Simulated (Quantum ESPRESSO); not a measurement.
# 2H-WSe2, layer by layer, part 6 of 8

Wanted: polarisability and band edges of 2H-WSe2, layer by layer.

Quantum ESPRESSO 7.5; plane-wave DFT, PBE, GBRV ultrasoft pseudopotentials.

So far. Step 8 (Bands along a path, 1 layer: no field): Along this path the valence top lies at K and the conduction bottom between K and Γ. Step 12 (Bands along a path, 1 layer: spin-orbit coupling): Along this path the valence top lies at K and the conduction bottom between K and Γ.

### Step 13. Variable-cell relaxation, 2 layers

Level of this step: plane-wave DFT, PBE-D3(BJ), GBRV ultrasoft pseudopotentials (Quantum ESPRESSO 7.5).

System of this step: 2H-WSe2, 2 layers, AA' stacking. The cell holds 6 atoms: 4 Se and 2 W. Its edges and angles: a = 3.320 Å, b = 3.320 Å, c = 27.781 Å, α = 90.0°, β = 90.0°, γ = 120.0°. It derives from WSe2. Vacuum lies along c.

n2.relax.in

```
&control
  prefix = 'n2.relax'
  outdir = './out'
  pseudo_dir = './pseudo'
  nstep = 50
  forc_conv_thr = 0.0004
  calculation = 'vc-relax'
  etot_conv_thr = 1e-06
/
&system
  ibrav = 0
  nat = 6
  ntyp = 2
  ecutwfc = 50
  ecutrho = 250
  vdw_corr = 'grimme-d3'
  dftd3_version = 4
  occupations = 'smearing'
  smearing = 'fd'
  degauss = 0.004
/
&electrons
  conv_thr = 1e-09
  mixing_beta = 0.4
  electron_maxstep = 120
  mixing_mode = 'plain'
/
&ions
/
&cell
  cell_dofree = '2Dxy'
  press_conv_thr = 0.3
/
ATOMIC_SPECIES
  Se  78.9710  se_pbe_v1.uspp.F.UPF
  W   183.8400  w_pbe_v1.2.uspp.F.UPF
CELL_PARAMETERS angstrom
  3.32000000000000 0.00000000000000 0.00000000000000
  -1.66000000000000 2.87520434056434 0.00000000000000
  0.00000000000000 0.00000000000000 27.78069586780980
ATOMIC_POSITIONS crystal
  Se  0.333333333333 0.666666666667 0.305967857697
  W   0.000000000000 0.000000000000 0.373287048543
  Se  0.333333333333 0.666666666667 0.440606239388
  Se  0.000000000000 0.000000000000 0.559393760612
  W   0.333333333333 0.666666666667 0.626712951457
  Se  0.000000000000 0.000000000000 0.694032142303
K_POINTS automatic
  12 12 1 0 0 0
```

Run with:

```console
> OMP_NUM_THREADS=1 mpirun -n 4 pw.x -nk 4 -in n2.relax.in > n2.relax.out
```

What it wrote:

```text
[banner, memory and clock lines left out]
Program PWSCF v.7.5 starts

          URL

     Message from routine setup:
     using ibrav=0 with symmetry is DISCOURAGED, use correct ibrav instead

     G-vector sticks info

     bravais-lattice index     =            0
     lattice parameter (alat)  =       6.2739  a.u.
     unit-cell volume          =    1789.5611 (a.u.)^3
     number of atoms/cell      =            6
     number of atomic types    =            2
     number of electrons       =        52.00
     number of Kohn-Sham states=           31
     kinetic-energy cutoff     =      50.0000  Ry
     charge density cutoff     =     250.0000  Ry
     scf convergence threshold =      1.0E-09
     mixing beta               =       0.4000
     number of iterations used =            8  plain     mixing
     energy convergence thresh.=      1.0E-06
     force convergence thresh. =      4.0E-04
     press convergence thresh. =      3.0E-01
     Exchange-correlation= SLA  PW   PBE  PBE
                           (   1   4   3   4   0   0   0)
     nstep                     =           50

     celldm(1)=   6.273891  celldm(2)=   0.000000  celldm(3)=   0.000000
     celldm(4)=   0.000000  celldm(5)=   0.000000  celldm(6)=   0.000000

     crystal axes: (cart. coord. in units of alat)
               a(1) = (   1.000000   0.000000   0.000000 )
               a(2) = (  -0.500000   0.866025   0.000000 )
               a(3) = (   0.000000   0.000000   8.367679 )

     reciprocal axes: (cart. coord. in units 2 pi/alat)
               b(1) = (  1.000000  0.577350 -0.000000 )
               b(2) = (  0.000000  1.154701  0.000000 )
               b(3) = (  0.000000 -0.000000  0.119507 )

     PseudoPot. # 1 for Se read from file:
     ./pseudo/se_pbe_v1.uspp.F.UPF
     Pseudo is Ultrasoft + core correction, Zval =  6.0
     Generated by new atomic code, or converted to UPF format
     Using radial grid of  877 points,  6 beta functions with:
                l(1) =   0
                l(2) =   0
                l(3) =   1
                l(4) =   1
                l(5) =   2
                l(6) =   2
     Q(r) pseudized with  8 coefficients,  rinner =    1.300   1.300   1.300
                                                       1.300   1.300

     PseudoPot. # 2 for W  read from file:
     ./pseudo/w_pbe_v1.2.uspp.F.UPF
     Pseudo is Ultrasoft + core correction, Zval = 14.0
     Generated by new atomic code, or converted to UPF format
     Using radial grid of  923 points,  8 beta functions with:
                l(1) =   0
                l(2) =   0
                l(3) =   0
                l(4) =   1
                l(5) =   1
                l(6) =   2
                l(7) =   2
                l(8) =   3
     Q(r) pseudized with  6 coefficients,  rinner =    1.350   1.350   1.350
                                                       1.350   1.350   1.350
                                                       1.350

     atomic species   valence    mass     pseudopotential
     Se                6.00    78.97100     Se( 1.00)
     W                14.00   183.84000     W ( 1.00)

     12 Sym. Ops., with inversion, found ( 6 have fractional translation)

   Cartesian axes

     site n.     atom                  positions (alat units)
         1        Se     tau(   1) = (  -0.0000000   0.5773503   2.5602410  )
         2        W      tau(   2) = (   0.0000000   0.0000000   3.1235464  )
         3        Se     tau(   3) = (  -0.0000000   0.5773503   3.6868518  )
         4        Se     tau(   4) = (   0.0000000   0.0000000   4.6808277  )
         5        W      tau(   5) = (  -0.0000000   0.5773503   5.2441331  )
         6        Se     tau(   6) = (   0.0000000   0.0000000   5.8074385  )

     DFT-D3 Dispersion Correction (3-body terms):
       Reference C6 values for interpolation:

         atom   Coordination number   C6
         Se         0.000           427.35
         Se         0.990           427.57
         Se         1.981           421.05
         W          0.000          1628.72
         W          1.929          1086.81
         W         10.915           796.19

       Values used:

         atom   Coordination number  R0_AB[au]  C6      C8
         Se         3.683            3.332    421.05  29958.36
         W          8.391            3.766    796.19 128250.55
         Se         3.766            3.332    421.05  29958.36
         Se         3.766            3.332    421.05  29958.36
         W          8.391            3.766    796.19 128250.55
         Se         3.683            3.332    421.05  29958.36

         Molecular C6 ( Ry / a.u.^6 ) =     19173.74

     number of k points=    19  Fermi-Dirac smearing, width (Ry)=  0.0040
                       cart. coord. in units 2pi/alat
        k(    1) = (   0.0000000   0.0000000   0.0000000), wk =   0.0138889
        k(    2) = (   0.0000000   0.0962250   0.0000000), wk =   0.0833333
        k(    3) = (   0.0000000   0.1924501   0.0000000), wk =   0.0833333
        k(    4) = (   0.0000000   0.2886751   0.0000000), wk =   0.0833333
        k(    5) = (   0.0000000   0.3849002   0.0000000), wk =   0.0833333
        k(    6) = (   0.0000000   0.4811252   0.0000000), wk =   0.0833333
        k(    7) = (   0.0000000  -0.5773503   0.0000000), wk =   0.0416667
        k(    8) = (   0.0833333   0.1443376   0.0000000), wk =   0.0833333
        k(    9) = (   0.0833333   0.2405626   0.0000000), wk =   0.1666667
        k(   10) = (   0.0833333   0.3367877   0.0000000), wk =   0.1666667
        k(   11) = (   0.0833333   0.4330127   0.0000000), wk =   0.1666667
        k(   12) = (   0.0833333   0.5292377   0.0000000), wk =   0.1666667
        k(   13) = (   0.1666667   0.2886751   0.0000000), wk =   0.0833333
        k(   14) = (   0.1666667   0.3849002   0.0000000), wk =   0.1666667
        k(   15) = (   0.1666667   0.4811252   0.0000000), wk =   0.1666667
        k(   16) = (   0.1666667   0.5773503   0.0000000), wk =   0.0833333
        k(   17) = (   0.2500000   0.4330127   0.0000000), wk =   0.0833333
        k(   18) = (   0.2500000   0.5292377   0.0000000), wk =   0.1666667
        k(   19) = (   0.3333333   0.5773503   0.0000000), wk =   0.0277778

     Dense  grid:   119425 G-vectors     FFT dimensions: (  36,  36, 270)

     Smooth grid:    85371 G-vectors     FFT dimensions: (  30,  30, 240)

     Initial potential from superposition of free atoms

     starting charge      51.7990, renormalised to      52.0000

     negative rho (up, down):  1.259E-01 0.000E+00
     Starting wfcs are   42 randomized atomic wfcs

[...]
negative rho (up, down):  1.374E-01 0.000E+00

     total energy              =    -493.10191238 Ry
     estimated scf accuracy    <       0.00011809 Ry

     iteration #  6     ecut=    50.00 Ry     beta= 0.40
     Davidson diagonalization with overlap
     ethr =  2.27E-07,  avg # of iterations =  3.2

     negative rho (up, down):  1.374E-01 0.000E+00

     total energy              =    -493.10193268 Ry
     estimated scf accuracy    <       0.00002525 Ry

     iteration #  7     ecut=    50.00 Ry     beta= 0.40
     Davidson diagonalization with overlap
     ethr =  4.86E-08,  avg # of iterations =  1.6

     negative rho (up, down):  1.374E-01 0.000E+00

     total energy              =    -493.10193413 Ry
     estimated scf accuracy    <       0.00000227 Ry

     iteration #  8     ecut=    50.00 Ry     beta= 0.40
     Davidson diagonalization with overlap
     ethr =  4.37E-09,  avg # of iterations =  3.6

     negative rho (up, down):  1.374E-01 0.000E+00

     total energy              =    -493.10193455 Ry
     estimated scf accuracy    <       0.00000005 Ry

     iteration #  9     ecut=    50.00 Ry     beta= 0.40
     Davidson diagonalization with overlap
     ethr =  9.97E-11,  avg # of iterations =  6.2

     negative rho (up, down):  1.374E-01 0.000E+00

     total energy              =    -493.10193463 Ry
     estimated scf accuracy    <       0.00000002 Ry

     iteration # 10     ecut=    50.00 Ry     beta= 0.40
     Davidson diagonalization with overlap
     ethr =  3.64E-11,  avg # of iterations =  1.9

     negative rho (up, down):  1.374E-01 0.000E+00

     total energy              =    -493.10193463 Ry
     estimated scf accuracy    <          2.8E-09 Ry

     iteration # 11     ecut=    50.00 Ry     beta= 0.40
     Davidson diagonalization with overlap
     ethr =  5.47E-12,  avg # of iterations =  3.8

     negative rho (up, down):  1.374E-01 0.000E+00

     total energy              =    -493.10193463 Ry
     estimated scf accuracy    <          1.1E-09 Ry

     iteration # 12     ecut=    50.00 Ry     beta= 0.40
     Davidson diagonalization with overlap
     ethr =  2.07E-12,  avg # of iterations =  2.3

     negative rho (up, down):  1.374E-01 0.000E+00

     End of self-consistent calculation

          k = 0.0000 0.0000 0.0000 ( 10649 PWs)   bands (ev):

   -71.6725 -71.6725 -35.9252 -35.9251 -35.7934 -35.7934 -35.7934 -35.7934
   -12.6154 -12.4759 -11.3530 -11.1312  -4.2651  -3.6749  -0.4576  -0.0433
    -0.0433  -0.0338  -0.0338   0.7391   1.1006   1.1006   1.1306   1.1306
     1.8137   2.5117   5.3237   5.3238   5.3631   5.3631   5.4952

          k =-0.0000 0.0973 0.0000 ( 10611 PWs)   bands (ev):

   -71.6718 -71.6718 -35.9221 -35.9221 -35.8096 -35.8096 -35.7972 -35.7972
   -12.5094 -12.3702 -11.2970 -11.0810  -4.1314  -3.5414  -0.6007  -0.3640
    -0.3479   0.0578   0.0713   0.3208   0.9189   0.9524   1.0926   1.2833
     1.8115   2.3860   5.0962   5.1163   5.1226   5.2131   5.3168

          k =-0.0000 0.1945 0.0000 ( 10632 PWs)   bands (ev):

   -71.6699 -71.6699 -35.9136 -35.9136 -35.8535 -35.8535 -35.8075 -35.8075
   -12.2051 -12.0676 -11.1366 -10.9381  -3.7594  -3.1748  -1.1398  -1.1023
    -0.9701  -0.3678   0.3348   0.3617   0.4973   0.5358   0.8715   1.2186
     1.7039   1.9574   4.4177   4.6965   4.8981   5.0068   5.1556

          k =-0.0000 0.2918 0.0000 ( 10686 PWs)   bands (ev):

   -71.6673 -71.6673 -35.9130 -35.9130 -35.9021 -35.9020 -35.8216 -35.8215
   -11.7454 -11.6137 -10.8961 -10.7269  -3.2802  -2.7611  -2.0390  -1.9164
    -1.5087  -1.1646   0.0223   0.0699   0.4904   0.7186   0.7647   0.8801
     1.3551   1.4251   4.1584   4.5842   4.7263   4.8635   5.0841

          k =-0.0000 0.3890 0.0000 ( 10672 PWs)   bands (ev):

   -71.6646 -71.6646 -35.9718 -35.9718 -35.8904 -35.8904 -35.8355 -35.8355
   -11.2121 -11.0950 -10.6229 -10.4947  -3.3163  -3.1158  -2.4968  -2.1260
    -2.0514  -1.8011  -0.3716  -0.3199   0.1986   0.5318   1.0293   1.0717
     1.1535   1.1636   4.3697   4.6345   4.7314   4.7436   5.4714

          k =-0.0000 0.4863 0.0000 ( 10678 PWs)   bands (ev):

   -71.6627 -71.6627 -36.0144 -36.0144 -35.8819 -35.8819 -35.8458 -35.8457
   -10.7459 -10.6559 -10.3920 -10.3124  -3.9155  -3.7565  -2.7701  -2.6130
    -2.1047  -1.7335  -0.6267  -0.5727   0.0872   0.3065   1.1044   1.2493
     1.2896   1.4081   4.7268   4.7728   4.7988   5.0322   5.7664

          k = 0.0000-0.5836 0.0000 ( 10664 PWs)   bands (ev):

   -71.6620 -71.6620 -36.0299 -36.0299 -35.8788 -35.8788 -35.8495 -35.8495
   -10.5477 -10.4795 -10.2966 -10.2468  -4.1776  -4.0182  -2.9463  -2.8259
    -2.0699  -1.7146  -0.7145  -0.6598   0.0864   0.2151   1.2762   1.3544
     1.3563   1.4902   4.8055   4.8275   5.0877   5.2631   5.8488

          k = 0.0842 0.1459 0.0000 ( 10587 PWs)   bands (ev):

   -71.6705 -71.6705 -35.9163 -35.9163 -35.8388 -35.8388 -35.8050 -35.8050
   -12.3042 -12.1660 -11.1887 -10.9843  -3.8768  -3.2885  -0.8918  -0.8718
    -0.8348  -0.1156   0.2345   0.2493   0.4674   0.5154   1.1037   1.3756
     1.7603   2.1120   4.5691   4.7807   4.8563   5.0765   5.0975

          k = 0.0842 0.2432 0.0000 ( 10660 PWs)   bands (ev):

   -71.6682 -71.6682 -35.9063 -35.9063 -35.8884 -35.8884 -35.8193 -35.8193
   -11.9211 -11.7866 -10.9873 -10.8062  -3.4306  -2.8568  -1.6905  -1.6404
    -1.2207  -0.7592  -0.1856  -0.0882   0.4825   0.5042   0.9801   1.2345
     1.5643   1.6503   4.1092   4.5033   4.7815   4.8252   4.9204

          k = 0.0842 0.3404 0.0000 ( 10684 PWs)   bands (ev):

   -71.6656 -71.6656 -35.9450 -35.9450 -35.8947 -35.8947 -35.8359 -35.8359
   -11.4206 -11.2962 -10.7274 -10.5813  -3.0832  -2.7440  -2.3940  -2.0974
    -1.7787  -1.5683  -0.6275  -0.4625   0.5318   0.5654   0.6780   0.8640
     1.4145   1.4375   4.0222   4.4313   4.7414   4.9030   5.1321

          k = 0.0842 0.4377 0.0000 ( 10701 PWs)   bands (ev):

   -71.6633 -71.6633 -35.9935 -35.9935 -35.8846 -35.8846 -35.8502 -35.8502
   -10.9100 -10.8072 -10.4689 -10.3682  -3.5551  -3.3978  -2.5658  -2.3897
    -2.1107  -1.7629  -0.7946  -0.6656   0.2955   0.4477   0.5007   0.5907
     1.5285   1.5745   4.2990   4.6312   4.9140   4.9986   5.5545

          k = 0.0842 0.5349 0.0000 ( 10703 PWs)   bands (ev):

   -71.6620 -71.6620 -36.0213 -36.0213 -35.8788 -35.8788 -35.8584 -35.8584
   -10.5603 -10.4880 -10.2972 -10.2415  -4.0105  -3.8559  -2.8908  -2.8010
    -2.0467  -1.6956  -0.8191  -0.7658   0.1082   0.2879   0.5372   0.6486
     1.6613   1.7794   4.6907   4.7983   5.0812   5.2441   5.9302

          k = 0.1685 0.2918 0.0000 ( 10699 PWs)   bands (ev):

   -71.6659 -71.6659 -35.9314 -35.9314 -35.8963 -35.8962 -35.8399 -35.8399
   -11.4944 -11.3678 -10.7640 -10.6118  -3.0164  -2.5308  -2.2181  -2.2128
    -1.5219  -1.3057  -1.0025  -0.6867   0.2985   0.3003   0.9831   1.0830
     1.5232   1.5429   3.8358   4.2902   4.7685   4.8735   4.9299

          k = 0.1685 0.3890 0.0000 ( 10700 PWs)   bands (ev):

   -71.6636 -71.6636 -35.9718 -35.9718 -35.8862 -35.8862 -35.8626 -35.8625
   -11.0051 -10.8958 -10.5111 -10.3983  -3.1386  -3.0116  -2.3377  -2.1680
    -2.0536  -1.8452  -1.2046  -0.8620  -0.1682  -0.1125   0.6650   0.7413
     1.6109   1.6442   3.9620   4.4521   4.9765   5.0647   5.1216

          k = 0.1685 0.4863 0.0000 ( 10720 PWs)   bands (ev):

   -71.6620 -71.6620 -36.0004 -36.0004 -35.8799 -35.8799 -35.8788 -35.8788
   -10.5846 -10.5051 -10.2981 -10.2316  -3.5898  -3.4630  -2.7606  -2.7305
    -1.9858  -1.6722  -1.1361  -0.8936  -0.4390  -0.3029   0.2454   0.4261
     1.7591   1.8610   4.3810   4.7011   5.1165   5.2275   5.4034

          k = 0.1685 0.5836 0.0000 ( 10711 PWs)   bands (ev):

   -71.6614 -71.6614 -36.0107 -36.0106 -35.8864 -35.8863 -35.8761 -35.8761
   -10.4075 -10.3524 -10.2100 -10.1724  -3.7808  -3.6418  -2.9569  -2.9492
    -1.9681  -1.6580  -1.0482  -0.9113  -0.4601  -0.3237   0.0562   0.2795
     1.8777   2.0258   4.5441   4.6038   5.3071   5.4385   5.5385

          k = 0.2527 0.4377 0.0000 ( 10719 PWs)   bands (ev):

   -71.6620 -71.6620 -35.9864 -35.9864 -35.8942 -35.8941 -3
[key lines of the parts left out:]
the Fermi energy is     3.1079 ev
convergence has been achieved in  12 iterations
```

Run time: 22 min. Hardware: 4 MPI ranks of Arm Neoverse V1, shared host; peak memory 1.4 GiB; 89 min of CPU time.

The steps of the relaxation (22 of 24):

```tsv
step	energy less that of the first step (eV)	largest force (eV/Å)	volume (Å³)
1	0.0000	2.6170	265.19
2	-0.5843	1.9427	260.88
3	-0.9823	1.0487	256.75
4	-1.0971	0.1423	253.53
5	-1.1067	0.1215	254.85
6	-1.1131	0.1600	256.29
8	-1.1214	0.0561	259.42
9	-1.1217	0.0441	259.49
10	-1.1221	0.0604	259.50
11	-1.1227	0.0785	259.50
12	-1.1236	0.0990	259.50
13	-1.1250	0.1233	259.50
14	-1.1272	0.1523	259.50
15	-1.1305	0.1876	259.51
16	-1.1352	0.2304	259.51
17	-1.1418	0.2795	259.51
19	-1.1560	0.3358	259.56
20	-1.1599	0.2692	259.58
21	-1.1677	0.0357	259.62
22	-1.1679	0.0015	259.59
23	-1.1679	0.0002	259.59
24	-1.1655	0.0003	259.59
```

```tsv
cell as run	before	after	change
a (Å)	3.320	3.285	-1.1 %
b (Å)	3.320	3.285	-1.1 %
```

The atoms that moved most (Å, along periodic axes as changes of fractional coordinates times the final cell, across vacuum about the mean position):

```tsv
atom	dx	dy	dz	length
Se6	0.000	0.000	-0.478	0.478
Se1	0.000	0.000	0.478	0.478
W5	0.000	0.000	-0.293	0.293
W2	0.000	0.000	0.293	0.293
Se3	0.000	0.000	0.109	0.109
Se4	0.000	0.000	-0.109	0.109
```

The relaxed structure:

```xyz
6
Lattice="3.2848 0.0000 0.0000 -1.6424 2.8447 0.0000 0.0000 0.0000 27.7807" Properties=species:S:1:pos:R:3
Se    0.0000    1.8965    8.9778
W     0.0000    0.0000   10.6636
Se    0.0000    1.8965   12.3490
Se    0.0000    0.0000   15.4316
W     0.0000    1.8965   17.1171
Se    0.0000    0.0000   18.8029
```

 The last row is no step: it is a fresh SCF in the final cell with a new plane-wave basis, +2 meV from the row before.

Read from the output:

| Quantity | Value |
| --- | --- |
| free energy | -6709.0030 eV |
| Fermi energy | 3.105 eV |

[end of part 6 of 8]

[Logs are printed without paths, hosts, clocks, repeated set-up lines and the standing remarks that a program may print on its own settings, such as how far it seeks lower states.]

[Hosts, paths, dates, database ids (printed as entryN), source tags and the programs' standing remarks are cut or masked in the printed files.]

[Maps of the electrostatic potential energy from Ansatz leave out the sawtooth potential of an applied field or a dipole correction, so their vacuum need not be flat; planar profiles and work functions include it.]
